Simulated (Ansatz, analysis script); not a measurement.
# Magnetovolume effects in a free-standing square Co monolayer, spacing 2.375 Å

Wanted: energy and moment of a free-standing square Co monolayer, spacing 2.375 Å against in-plane size, with typed moments, small moments and no spin.

Method: PBE, PAW set soft_1, in Ansatz 0.2.0.

Report form: the programs' logs are mostly left out.

**1. Set-up**

The cell holds 1 atom: 1 Co. Cell: a = 2.375 Å, b = 2.375 Å, c = 14.000 Å, α = 90.0°, β = 90.0°, γ = 90.0°. An idealised lattice of chosen spacing, in vacuum. Vacuum lies along c.

**2. The collinear state**

A collinear run comes first: it shows whether moments survive, and how large they are.

File input.yaml:

```yaml
crystal:
  lattice:
    - [2.375, 0.0, 0.0]
    - [0.0, 2.375, 0.0]
    - [0.0, 0.0, 14.0]
  atoms:
    - { symbol: Co, position: [0.0, 0.0, 0.5], spin: 2.0 }
magnetization:
  spin_polarized: true
kpoints:
  mp_grid: { grid: [18, 18, 1] }
hamiltonian:
  xc: pbe
  pseudopotentials: { kind: paw, azcp: { folder: soft_1 } }
scf:
  occupations: { method: fermi_dirac, width: 0.05 }
  max_iter: 120
  convergence: { dr2_threshold: 1.0e-08 }
  lower_state_search: "off"
```

Run with:

```console
$ ansatz run input.yaml --threads 2 --pin off --max-ram 5120MiB --backend cpu --events-out ev --progress --plain --runs-dir out
```

Run time: 5.5 s. Hardware: 2 threads of Arm Neoverse V1, shared host; peak memory 0.35 GiB.

Spin moment in the atom's sphere by atom:

```csv
atom,spin moment in the atom's sphere (μB)
Co1,2.03
```

The run ends ferromagnetic, with a net moment of 1.99 μB a cell. With one Co atom carrying the moment, parallel order of its images is forced by the cell, not found.

**3. The same state on a denser mesh**

Levels at the Fermi energy are partly filled, so moments and energy differences can hang on the k-mesh, and the state is solved again on a denser one.

input.yaml, the sections that differ from step 2:

```yaml
crystal:
  lattice:
    - [2.375, 0.0, 0.0]
    - [0.0, 2.375, 0.0]
    - [0.0, 0.0, 14.0]
  atoms:
    - { symbol: Co, position: [0.0, 0.0, 0.5], spin: 2.03 }
kpoints:
  mp_grid: { grid: [23, 23, 1] }
basis:
  ecutwfc: 420.0
checkpoint:
  read: start
  write: ck
  compress: false
  write_wavefunctions: false
  write_every: 100000
# magnetization, hamiltonian, scf: as in step 2
```

Run time: 5.3 s. Hardware: 2 threads; peak memory 0.38 GiB.

Spin moment in the atom's sphere by atom:

```csv
atom,spin moment in the atom's sphere (μB)
Co1,2.05
```

The run ends ferromagnetic, with a net moment of 2.01 μB a cell, against 1.99 μB on the first mesh.

The cell's area in the plane is scaled by the factor named; fractional positions stay, and energies count from the lowest run.

**4. Factor 0.8, typed moments**

Three starts at each size show whether high-spin, low-spin and non-magnetic states coexist. One mesh, built for the smallest cell, and one cutoff serve all sizes, so that energies can be subtracted.

input.yaml, the sections that differ from step 3:

```yaml
crystal:
  lattice:
    - [2.12426458, 0.0, 0.0]
    - [0.0, 2.12426458, 0.0]
    - [0.0, 0.0, 14.0]
  atoms:
    - { symbol: Co, position: [0.0, 0.0, 0.5], spin: 2.0 }
kpoints:
  mp_grid: { grid: [24, 24, 1] }
output:
  stress: true
# magnetization, hamiltonian, scf, basis: as in step 3
# checkpoint: removed
```

Run with:

```console
$ ansatz run input.yaml --threads 1 --pin off --max-ram 2560MiB --backend cpu --events-out ev --progress --plain --runs-dir out
```

Run time: 14 s. Hardware: 1 thread; peak memory 0.37 GiB.

It ends ferromagnetic, with 1.74 μB on the largest site.

**5. Factor 0.8, starting moments cut to 30 %**

A self-consistent run from these starting moments shows which magnetic state they lead to.

Changes to input.yaml since step 4:

```diff
@@ -6,3 +6,3 @@
   atoms:
-    - { symbol: Co, position: [0.0, 0.0, 0.5], spin: 2.0 }
+    - { symbol: Co, position: [0.0, 0.0, 0.5], spin: 0.6 }
 magnetization:
```

It took 14 s on 1 thread; peak memory 0.37 GiB.

It ends ferromagnetic, with 1.74 μB on the largest site.

**6. Factor 0.94, typed moments**

input.yaml, the sections that differ from step 5:

```yaml
crystal:
  lattice:
    - [2.30264793, 0.0, 0.0]
    - [0.0, 2.30264793, 0.0]
    - [0.0, 0.0, 14.0]
  atoms:
    - { symbol: Co, position: [0.0, 0.0, 0.5], spin: 2.0 }
# magnetization, kpoints, hamiltonian, scf, basis, output: as in step 5
```

It took 12 s on 1 thread; peak memory 0.39 GiB.

It ends ferromagnetic, with 1.95 μB on the largest site.

Between step 4 and this run (scale 0.94) the value for the largest spin moment in the atom's sphere moves from 1.74 μB to 1.95 μB (+12 %).

**7. Factor 1.07, typed moments**

Changes to input.yaml since step 6:

```diff
@@ -2,4 +2,4 @@
   lattice:
-    - [2.30264793, 0.0, 0.0]
-    - [0.0, 2.30264793, 0.0]
+    - [2.4567191, 0.0, 0.0]
+    - [0.0, 2.4567191, 0.0]
     - [0.0, 0.0, 14.0]
```

Elapsed: 19 s, on 1 thread; peak memory 0.42 GiB.

It ends ferromagnetic, with 2.07 μB on the largest site.

For the largest spin moment in the atom's sphere, step 4 gave 1.74 μB; this run, with scale 1.07, gives 2.07 μB (+19 %).

**8. Factor 1.25, typed moments**

Changes to input.yaml since step 7:

```diff
@@ -2,4 +2,4 @@
   lattice:
-    - [2.4567191, 0.0, 0.0]
-    - [0.0, 2.4567191, 0.0]
+    - [2.65533072, 0.0, 0.0]
+    - [0.0, 2.65533072, 0.0]
     - [0.0, 0.0, 14.0]
```

Run time: 22 s. Hardware: 1 thread; peak memory 0.45 GiB.

It ends ferromagnetic, with 2.14 μB on the largest site.

Between step 4 and this run (scale 1.25) the value for the largest spin moment in the atom's sphere moves from 1.74 μB to 2.14 μB (+23 %).

**9. Factor 1.36, no spin**

input.yaml, the sections that differ from step 8:

```yaml
crystal:
  lattice:
    - [2.76970215, 0.0, 0.0]
    - [0.0, 2.76970215, 0.0]
    - [0.0, 0.0, 14.0]
  atoms:
    - { symbol: Co, position: [0.0, 0.0, 0.5] }
scf:
  occupations: { method: fermi_dirac, width: 0.05 }
  max_iter: 120
  convergence: { dr2_threshold: 1.0e-08 }
# kpoints, hamiltonian, basis, output: as in step 8
# magnetization: removed
```

It took 7.3 s on 1 thread; peak memory 0.38 GiB.

This is the reference without moments at this size.

The other 18 runs of this kind were made alike; their results stand in the table below.

**10. Analysis**

```csv
factor,E typed (meV/atom),E small,E no spin,"largest moment, typed (μB)",small,"state, typed","state, small"
0.8,120.5,120.5,407.3,1.74,1.74,ferromagnetic,ferromagnetic
0.87,0.0,0.0,389.8,1.86,1.86,ferromagnetic,ferromagnetic
0.94,19.6,19.6,499.5,1.95,1.95,ferromagnetic,ferromagnetic
1,101.8,101.8,650.7,2.04,2.04,ferromagnetic,ferromagnetic
1.07,244.2,244.2,862.4,2.07,2.07,ferromagnetic,ferromagnetic
1.15,442.3,442.3,1124.9,2.11,2.11,ferromagnetic,ferromagnetic
1.25,704.7,704.7,1457.0,2.14,2.14,ferromagnetic,ferromagnetic
1.36,971.9,971.9,1806.6,2.15,2.15,ferromagnetic,ferromagnetic
```

**11. Summary of results**

| Quantity | Value |
| --- | --- |
| lowest run | factor 0.87, typed moments |
| largest moment, typed start | 1.74 μB at 0.8 to 2.15 μB at 1.36 |
| gain by magnetism | 286.8 to 834.7 meV/atom |

From a factor of 0.8 to 1.36 the largest moment goes from 1.7 to 2.15 μB. The moment grows with the cell, as narrower bands favour. Site moments are taken in spheres that grow with the cell. Both magnetic starts, which share one pattern of signs, end on one state at every size; other orders were not tried. The cell's shape and the atoms were not relaxed. The 24 scaled-cell runs took 5.4 min of wall time, added up.

[Logs and program files are shortened in this print: banners, set-up blocks, solver, clock and traceback lines can be left out without a mark of their own.]

[Logs are printed without paths, hosts, clocks, repeated set-up lines and the standing remarks that a program may print on its own settings, such as how far it seeks lower states.]

[Hosts, paths, dates, database ids (printed as entryN), source tags and the programs' standing remarks are cut or masked in the printed files.]

[Where the input sets lower_state_search to off, the program did not look for lower states, so one may exist.]
